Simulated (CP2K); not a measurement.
Crystal: NaF (Villiaumite).

```
Na F
1.0
     3.28098    0.00000    0.00000
     1.64049    2.84141    0.00000
     1.64049    0.94714    2.67891
Na F
1 1
Cartesian
  0.0000 0.0000 0.0000
  3.2810 1.8943 1.3395
```

Base run:

| Quantity | Value |
| --- | --- |
| Program | CP2K 2026.2 |
| Functional | PBE |
| Potentials or basis | GTH_POTENTIALS Na GTH-PBE-q9, F GTH-PBE-q7; DZVP-MOLOPT-SR-GTH basis |
| Density cutoff | 17687 eV |
| k mesh | 10 × 10 × 10 |
| Occupations | fermi-dirac, width 0.05 eV |
| Spin | no spin polarisation |

Its results: band gap on the k mesh 6.40 eV, direct; pressure 1.7 GPa.

**Question.** The run is repeated on the same cell with these changes: potentials or basis from GTH_POTENTIALS Na GTH-PBE-q9, F GTH-PBE-q7; DZVP-MOLOPT-SR-GTH basis to GTH_POTENTIALS Na GTH-PADE-q9, F GTH-PADE-q7; DZVP-MOLOPT-SR-GTH basis; potentials from Na GTH-PBE-q9 of GTH_POTENTIALS, F GTH-PBE-q7 of GTH_POTENTIALS to Na GTH-PADE-q9 of GTH_POTENTIALS, F GTH-PADE-q7 of GTH_POTENTIALS. What comes out?

**Answer.** Band gap on the k mesh 6.52 eV, direct; pressure 1.1 GPa.

Caveats: the basis of atomic orbitals isn't converged, which shifts pressures, moduli and gaps; the potentials were made for another functional, which shifts forces and pressure (some runs).

A k mesh can miss the band edges.
